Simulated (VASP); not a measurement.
A run of VASP 6.6.1 is set up as follows.

File POSCAR:

```
Al32N31                                 
1.0
   -6.2557320000     -5.4176240000     -5.0159260000
    6.2557320000      5.4176240000     -5.0159260000
    6.2557320000     -5.4176240000      5.0159260000
  Al              N             
    32    31
Direct
     0.0828689558178226    0.6242073225458121    0.7081601050120652
     0.8333777778302733    0.4991794910262319    0.3325894820351506
     0.0833931811994047    0.8752145238618408    0.9581022798982360
     0.8334986444818214    0.7502510588746534    0.5837557992331283
     0.0843033131398326    0.1252754684528664    0.2085589642345764
     0.5841187532386209    0.6251658452207224    0.2085421300127490
     0.8351078455078449    0.0007465818742457    0.8345996410983908
     0.3342685620549241    0.5002939402194664    0.8341520351759496
     0.0834397162455655    0.3746830000849437    0.4575252279113668
     0.5836606374473463    0.8745801556389931    0.4571033720770548
     0.8350345769644496    0.2499535241622738    0.0837612311960271
     0.3343055137408518    0.7495659714045451    0.0834197350903977
     0.5915500944525961    0.1326106531478385    0.7081709572103257
     0.3338383098449242    0.9994770937828905    0.3322326746795359
     0.5836764279659414    0.3759157576383393    0.9583236691403093
     0.3338691746195779    0.2510708782398260    0.5838502456624416
     0.4183022530068666    0.0022518924165762    0.9219630477659119
     0.1615869639212909    0.8737506382111556    0.5373268955154070
     0.4170569731694798    0.2503703973064624    0.1672585573516448
     0.1662403336105512    0.1247611830354160    0.7917751921432449
     0.4172264036291902    0.4994099805627742    0.4162967947549059
     0.9167125976164704    0.9997196284466046    0.4162438884932662
     0.1673535258807954    0.3752133056892629    0.0416177668936069
     0.6672057624580988    0.8744670262875273    0.0422555111910787
     0.4182801849697240    0.7458356672692109    0.6655795091099962
     0.9177270270752749    0.2501225927431824    0.6665185569655163
     0.1662849742581232    0.6240715830194241    0.2910796199379886
     0.6673960545635135    0.1252861788152248    0.2921984246986590
     0.9177921035403648    0.5005774285324900    0.9170696028694963
     0.6670630119643681    0.3752429295658356    0.5412348660831345
     0.9166098937551050    0.7499480964047863    0.1663482330992987
     0.6674555382657406    0.6247520463894548    0.7916513279806551
     0.1443498902276530    0.8095583049132912    0.3343108277421030
     0.3929228312621481    0.1840092288368376    0.9572158518788787
     0.1444446604016394    0.0595904649909670    0.5844089152716340
     0.3931499191288987    0.4345153433354129    0.2081752793331914
     0.8933977220572478    0.9344214829997759    0.2084531803291362
     0.1428092155165906    0.3091449551487291    0.8328950621417077
     0.6430538818051214    0.8103371494370423    0.8335511752426102
     0.3929133748651904    0.6851664218936234    0.4584684616988789
     0.8933796021128098    0.1843192907510510    0.4584783356367509
     0.1428794348832686    0.5594368089478111    0.0832514725261712
     0.6429881596269993    0.0590088858680257    0.0821918061345003
     0.8920611714139914    0.4332940233781213    0.7081950768056100
     0.6429390612468828    0.3091520674135779    0.3333892196139226
     0.8933502481372524    0.6842358811810612    0.9584837290273346
     0.6430724839083991    0.5590379904512788    0.5833936033592699
     0.2269662617288714    0.8095905187156264    0.9152994170028804
     0.9780455149248678    0.6850777240770406    0.5423871546144822
     0.2266349373446843    0.0590419862823117    0.1665225274401808
     0.9760542459138499    0.9341863768467672    0.7916516183815621
     0.2266906194728148    0.3096307616222683    0.4170033705984875
     0.7267709580888181    0.8093057853902913    0.4170126227226638
     0.9769526728352745    0.1845663973698703    0.0418711033661092
     0.4766226146601047    0.6842849451209100    0.0417478735065077
     0.2269775580758493    0.5610825918084836    0.6668278018683501
     0.7248477666082019    0.0577320619913583    0.6666255993692115
     0.9760717080259108    0.4339089982949932    0.2913093166242522
     0.4765352236679861    0.9342086743204480    0.2911399037628106
     0.7247393080563838    0.3075335432136824    0.9163861914602718
     0.4747225173519298    0.1825850400883836    0.5416143486108927
     0.7267667312487219    0.5592414930189378    0.1668507175921145
     0.4765884791648428    0.4349065514212196    0.7917616018160059
```

The input INCAR.step1:

```
SYSTEM = Al32N31
PREC = Normal ; ENCUT = 400
EDIFF = 1E-5 ; ISMEAR = 0
SIGMA = 0.01 ; LREAL = Auto
LASPH = .True. ; NELM = 80
ALGO = Normal ; ISIF = 2
LWAVE = .True. ; ICORELEVEL = 1
NELECT = 250.0 ; GGA = PE
LUSENCCL = .False.
```

Contents of INCAR.step2:

```
SYSTEM = Al32N31
PREC = Normal ; ENCUT = 400
EDIFF = 1E-6 ; ISMEAR = 0
SIGMA = 0.01 ; LREAL = Auto
LASPH = .True. ; NELM = 80
ALGO = Normal ; ISIF = 2
LWAVE = .False. ; LCHARG = .False.
GGA = PE ; LHFCALC = .True.
HFSCREEN = 0.2 ; PRECFOCK = Fast
ICORELEVEL = 1 ; NELECT = 250.0
ISTART = 1 ; LUSENCCL = .False.
```

KPOINTS

```
Automatic mesh
0
Gamma
  1 1 1
  0 0 0
```

Potentials or basis: VASP PAW PBE potentials, release 64 (Al, N).

The run is started by

```sh
$ cat potpaw_PBE.64/Al/POTCAR potpaw_PBE.64/N/POTCAR > POTCAR
$ cp INCAR.step1 INCAR
$ mpirun -np 1 vasp_gam > vasp.out
$ cp INCAR.step2 INCAR
$ mpirun -np 1 vasp_gam > vasp.out
```

Question: What does it give for the band gap on the k mesh?

Answer: 4.89 eV, direct.

Question: Estimate the largest force.

Answer: 0.337 eV/Å.

Core levels (eV, on the scale of the bands):
```csv
atom,levels
1 Al,"1s -1497.6, 2s -94.9, 2p -56.3"
2 Al,"1s -1497.5, 2s -94.8, 2p -56.3"
3 Al,"1s -1497.5, 2s -94.8, 2p -56.3"
4 Al,"1s -1497.5, 2s -94.8, 2p -56.3"
5 Al,"1s -1497.5, 2s -94.7, 2p -56.2"
6 Al,"1s -1497.4, 2s -94.7, 2p -56.2"
```

Caveat: the cell is charged against a uniform background, so pressure and absolute levels hang on convention; the PAW data sets were made with another functional, which shifts forces and pressure a little.
